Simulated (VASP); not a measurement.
# PbSe (Clausthalite) (Fm-3m) in VASP: single point with PBE

Aim: the single point of PbSe (Clausthalite) with PBE.

All numbers are computed with VASP 6.6.1; they aren't measurements. Logs are shortened: lines on timing, memory, paths and dates and some standing lists are left out, and cuts for length are marked.

**The experiment to reproduce.**

A printed reference work, monograph reports, for a bulk crystal of PbSe at 300 K: band gap 0.28 eV (direct).

The runs below are set against these values where they give the same quantity.

## 1. The cell of the first run

It takes space group Fm-3m (No. 225, cubic). Conventional cell: a = 6.219 Å, b = 6.219 Å, c = 6.219 Å, α = 90.00°, β = 90.00°, γ = 90.00°. Pb (site symmetry m-3m) has 6 Se at 3.11 Å within 4.1 Å. Se (site symmetry m-3m) has 6 Pb at 3.11 Å within 4.1 Å.

## 2. Single point, PBE

File INCAR:

```
SYSTEM = PbSe
ALGO = Normal ; EDIFF = 1E-6
ENCUT = 500 ; GGA = PE
GGA_COMPAT = .False. ; ISIF = 2
ISMEAR = 0 ; LASPH = .True.
LCHARG = .False. ; LREAL = .False.
LWAVE = .False. ; NBANDS = 17
NELM = 120 ; PREC = Accurate
SIGMA = 0.01
```

File KPOINTS:

```
k-points
0
Gamma
  6 6 6
  0 0 0
```

File POSCAR:

```
PbSe
1.0
    4.3977725844      0.0000000000      0.0000000000
    2.1988862922      3.8085827782      0.0000000000
    2.1988862922      1.2695275927      3.5907662789
Pb Se
1 1
Direct
    0.0000000000      0.0000000000      0.0000000000
    0.5000000000      0.5000000000      0.5000000000
```

Potentials or basis: VASP PAW PBE potentials, release 64 (Pb_d, Se).

Run with:

```bash
$ cat potpaw_PBE.64/Pb_d/POTCAR potpaw_PBE.64/Se/POTCAR > POTCAR
$ mpirun -np 1 vasp_std > vasp.out
```

OUTCAR:

```text
SYSTEM = PbSe
   EDIFF = 1E-6
   ENCUT = 500
   GGA = PE
   ISIF = 2
   ISMEAR = 0
   LASPH = .True.
   LREAL = .False.
   NELM = 120
   PREC = Accurate

 ion  position               nearest neighbor table
   1  0.000  0.000  0.000-   2 3.11   2 3.11   2 3.11   2 3.11   2 3.11   2 3.11
   2  0.500  0.500  0.500-   1 3.11   1 3.11   1 3.11   1 3.11   1 3.11   1 3.11

  LATTYP: Found a face centered cubic cell.
 ALAT       =     6.2193896331

  Lattice vectors:

 A1 = (   4.3977725844,   0.0000000000,   0.0000000000)
 A2 = (   2.1988862922,   3.8085827782,   0.0000000000)
 A3 = (   2.1988862922,   1.2695275927,   3.5907662789)

Analysis of symmetry for initial positions (statically):
=====================================================================
 Subroutine PRICEL returns:
 Original cell was already a primitive cell.

 Routine SETGRP: Setting up the symmetry group for a
 face centered cubic supercell.

 Subroutine GETGRP returns: Found 48 space group operations
 (whereof 48 operations were pure point group operations)
 out of a pool of 48 trial point group operations.

The static configuration has the point symmetry O_h .

Analysis of symmetry for dynamics (positions and initial velocities):
=====================================================================
 Subroutine PRICEL returns:
 Original cell was already a primitive cell.

 Routine SETGRP: Setting up the symmetry group for a
 face centered cubic supercell.

 Subroutine GETGRP returns: Found 48 space group operations
 (whereof 48 operations were pure point group operations)
 out of a pool of 48 trial point group operations.

The dynamic configuration has the point symmetry O_h .

 Subroutine INISYM returns: Found 48 space group operations
 (whereof 48 operations are pure point group operations),
 and found     1 'primitive' translations

----------------------------------------------------------------------------------------

                                     Primitive cell

  volume of cell :      60.1428

  direct lattice vectors                    reciprocal lattice vectors
     4.397772584  0.000000000  0.000000000     0.227387838 -0.131282429 -0.092830696
     2.198886292  3.808582778  0.000000000     0.000000000  0.262564859 -0.092830696
     2.198886292  1.269527593  3.590766279     0.000000000  0.000000000  0.278492088

  length of vectors
     4.397772584  4.397772584  4.397772584     0.278492088  0.278492088  0.278492088

  position of ions in fractional coordinates (direct lattice)
     0.000000000  0.000000000  0.000000000
     0.500000000  0.500000000  0.500000000

  ion indices of the primitive-cell ions
   primitive index   ion index
                 1           1
                 2           2

----------------------------------------------------------------------------------------

 KPOINTS: k-points

Automatic generation of k-mesh.
 Grid dimensions read from file:
 generate k-points for:    6    6    6

 Generating k-lattice:

  Cartesian coordinates                     Fractional coordinates (reciprocal lattice)
     0.037897973 -0.021880405 -0.015471783     0.166666667  0.000000000  0.000000000
     0.000000000  0.043760810 -0.015471783     0.000000000  0.166666667 -0.000000000
     0.000000000  0.000000000  0.046415348     0.000000000  0.000000000  0.166666667

  Length of vectors
     0.046415348  0.046415348  0.046415348

  Shift w.r.t. Gamma in fractional coordinates (k-lattice)
     0.000000000  0.000000000  0.000000000

 Subroutine IBZKPT returns following result:
 ===========================================

 Found     16 irreducible k-points:

 Following reciprocal coordinates:
            Coordinates               Weight
  0.000000  0.000000  0.000000      1.000000
  0.166667  0.000000 -0.000000      8.000000
  0.333333  0.000000  0.000000      8.000000
  0.500000  0.000000 -0.000000      4.000000
  0.166667  0.166667  0.000000      6.000000
  0.333333  0.166667  0.000000     24.000000
[... 8 lines left out ...]
 -0.333333  0.333333  0.166667     24.000000
 -0.333333  0.500000  0.166667     12.000000
   k-points           NKPTS =     16   k-points in BZ     NKDIM =     16   number of bands    NBANDS=     17
   number of dos      NEDOS =    301   number of ions     NIONS =      2
   total plane-waves  NPLWV =  32768
   dimension x,y,z NGX =    32 NGY =   32 NGZ =   32
   dimension x,y,z NGXF=    64 NGYF=   64 NGZF=   64
   ions per type =               1   1
   NGX,Y,Z   is equivalent  to a cutoff of  12.10, 12.10, 12.10 a.u.
   NGXF,Y,Z  is equivalent  to a cutoff of  24.19, 24.19, 24.19 a.u.
 SYSTEM =  PbSe
   PREC   = accura    normal or accurate (medium, high low for compatibility)
   ISTART =      0    job   : 0-new  1-cont  2-samecut
   ICHARG =      2    charge: 1-file 2-atom 10-const
   ISPIN  =      1    spin polarized calculation?
   LNONCOLLINEAR =      F non collinear calculations
   LSORBIT =      F    spin-orbit coupling
   LASPH  =      T    aspherical Exc in radial PAW
   ENCUT  =  500.0 eV  36.75 Ry    6.06 a.u.   8.02  8.02  8.02*2*pi/ulx,y,z
   NELM   =    120;   NELMIN=  2; NELMDL= -5     # of ELM steps
   EDIFF  = 0.1E-05   stopping-criterion for ELM
   LREAL  =      F    real-space projection
   EDIFFG = 0.1E-04   stopping-criterion for IOM
   NSW    =      0    number of steps for IOM
   IBRION =     -1    ionic relax: 0-MD 1-quasi-New 2-CG
   NFREE  =      0    steps in history (QN), initial steepest desc. (CG)
   ISIF   =      2    stress and relaxation
   ISYM   =      2    0-nonsym 1-usesym 2-fastsym
   POTIM  = 0.5000    time-step for ionic-motion
   TEBEG  =    0.0;   TEEND  =   0.0 temperature during run
   PSTRESS=    0.0 pullay stress
   NELECT =      20.0000    total number of electrons
   NUPDOWN=      -1.0000    fix difference up-down
   EMIN   =  10.00;   EMAX   =-10.00  energy-range for DOS
   EFERMI =   0.00;   METHOD = LEGACY
   ISMEAR =     0;   SIGMA  =   0.01  broadening in eV -4-tet -1-fermi 0-gaus
   EFERMI_NEDOS =   21; number of points for ismear=-14 and -15
   IALGO  =     38    algorithm
   IMIX   =      4    mixing-type and parameters
     AMIX     =   0.40;   BMIX     =  1.00
     AMIX_MAG =   1.60;   BMIX_MAG =  1.00
  volume/ion in A,a.u.               =      30.07       202.93
  Fermi-wavevector in a.u.,A,eV,Ry     =   1.134202  2.143331 17.502726  1.286414
  Thomas-Fermi vector in A             =   2.270906
   LORBIT       =      0    0 simple, 1 ext, 2 COOP (PROOUT), +10 PAW based schemes
   GGA     = PE    functional components
   LHFCALC =     F    Hartree Fock is set to
   AEXX    =    0.0000 exact exchange contribution
   IVDW    =     0    specifies the selected vdW correction
   LEPSILON=     F    determine dielectric tensor
   LRPA    =     F    only Hartree local field effects (RPA)
 non-spin polarized calculation
 Gauss-broadening in eV      SIGMA  =   0.01
  energy-cutoff  :      500.00
  volume of cell :       60.14
 maximum number of plane-waves:      1544
   NGX = 17   NGY = 17   NGZ = 17

 number of electron      19.9999995 magnetization

 Free energy of the ion-electron system (eV)
  ---------------------------------------------------
  ext. energy  EPLUGINS =         0.00000000
  ---------------------------------------------------
  free energy    TOTEN  =        -8.20109925 eV

  energy without entropy =       -8.20109925  energy(sigma->0) =       -8.20109925

 E-fermi :   4.5597     XC(G=0):  -9.3127

 val. band max:        4.4556182735   @ k =   0.5000   0.0000  -0.0000
 cond. band min:       4.8968975334   @ k =   0.5000   0.0000  -0.0000
 fundamental gap:      0.4412792599
 Fermi energy:         4.5596830836

 k-point     1 :       0.0000    0.0000    0.0000
  band No.  band energies     occupation
      1     -12.2739      2.00000
      2     -12.2739      2.00000
      3     -12.2739      2.00000
      4     -12.2678      2.00000
      5     -12.2678      2.00000
      6      -8.7123      2.00000
[... 9 lines left out ...]
     16      11.1087      0.00000
     17      12.6034      0.00000

 k-point     2 :       0.1667    0.0000   -0.0000
  band No.  band energies     occupation
      1     -12.2744      2.00000
      2     -12.2744      2.00000
      3     -12.2729      2.00000
      4     -12.2654      2.00000
      5     -12.2654      2.00000
      6      -8.5230      2.00000
[... 9 lines left out ...]
     16      11.6626      0.00000
     17      14.2260      0.00000

 k-point     3 :       0.3333    0.0000    0.0000
  band No.  band energies     occupation
      1     -12.2835      2.00000
      2     -12.2835      2.00000
      3     -12.2714      2.00000
      4     -12.2523      2.00000
      5     -12.2523      2.00000
      6      -8.0599      2.00000
[... 9 lines left out ...]
     16      13.0773      0.00000
     17      16.0543      0.00000

 k-point     4 :       0.5000    0.0000   -0.0000
  band No.  band energies     occupation
      1     -12.2882      2.00000
      2     -12.2882      2.00000
      3     -12.2707      2.00000
      4     -12.2455      2.00000
      5     -12.2455      2.00000
      6      -7.7565      2.00000
[... 9 lines left out ...]
     16      14.6720      0.00000
     17      14.6720      0.00000
[... 183 lines left out ...]
      1     -12.3176      2.00000
      2     -12.2739      2.00000
      3     -12.2705      2.00000
      4     -12.2500      2.00000
      5     -12.2470      2.00000
      6      -7.7187      2.00000
[... 9 lines left out ...]
     16      14.7098      0.00000
     17      14.9725      0.00000

 k-point    15 :      -0.3333    0.3333    0.1667
  band No.  band energies     occupation
      1     -12.3245      2.00000
      2     -12.2733      2.00000
      3     -12.2623      2.00000
      4     -12.2602      2.00000
      5     -12.2415      2.00000
      6      -7.5105      2.00000
[... 9 lines left out ...]
     16      15.8395      0.00000
     17      15.8420      0.00000

 k-point    16 :      -0.3333    0.5000    0.1667
  band No.  band energies     occupation
      1     -12.3458      2.00000
      2     -12.2761      2.00000
      3     -12.2626      2.00000
      4     -12.2504      2.00000
      5     -12.2370      2.00000
      6      -7.4309      2.00000
[... 9 lines left out ...]
     16      15.9519      0.00000
     17      17.1083      0.00000

------------------------ aborting loop because EDIFF is reached ----------------------------------------

  FORCE on cell =-STRESS in cart. coord.  units (eV):
  Direction    XX          YY          ZZ          XY          YZ          ZX
  --------------------------------------------------------------------------------------
  -------------------------------------------------------------------------------------
  Total       -0.0348157     -0.0348157     -0.0348157      0.0000000      0.0000000     -0.0000000
  in kB       -0.9274759     -0.9274759     -0.9274759      0.0000000      0.0000000     -0.0000000
  external PRESSURE =      -0.9274759 kB  Pullay stress =       0.0000000 kB

 VOLUME and BASIS-vectors are now :
 -----------------------------------------------------------------------------
  energy-cutoff  :      500.00
  volume of cell :       60.14
      direct lattice vectors                 reciprocal lattice vectors
     4.397772584  0.000000000  0.000000000     0.227387838 -0.131282429 -0.092830696
     2.198886292  3.808582778  0.000000000     0.000000000  0.262564859 -0.092830696
     2.198886292  1.269527593  3.590766279     0.000000000  0.000000000  0.278492088

 POSITION                                       TOTAL-FORCE (eV/Angst)
 -----------------------------------------------------------------------------------
      0.00000      0.00000      0.00000        -0.000000      0.000000      0.000000
      4.39777      2.53906      1.79538         0.000000     -0.000000      0.000000
 -----------------------------------------------------------------------------------
    total drift:                               -0.000000      0.000000      0.000000

  FREE ENERGIE OF THE ION-ELECTRON SYSTEM (eV)
  ---------------------------------------------------
  free  energy   TOTEN  =        -8.2010992473 eV

  energy  without entropy=       -8.2010992473  energy(sigma->0) =       -8.20109925
```

Run time: 12 s. Hardware: 1 thread of AMD EPYC 7R43 (Zen 3), shared host; peak memory 0.14 GiB.

Results:

| Quantity | Value |
| --- | --- |
| Free energy | -8.2011 eV |
| Pressure | -0.1 GPa |
| Band gap on the k mesh | 0.44 eV, direct |

Caveat: spin-orbit coupling is left out, which moves the levels of the heavy elements.

## 3. Against experiment

Step 2. A measured gap of PbSe is 0.28 eV (direct; 300 K; a printed reference work, monograph); the calculated 0.44 eV misses it by +0.16 eV. 2 values of this kind are on record (0.15 to 0.28 eV); this one was drawn at random. Spin-orbit coupling on Pb, Se is left out. The value is that of PBE on a finite k mesh, which can miss the band edges, without temperature or zero-point motion.
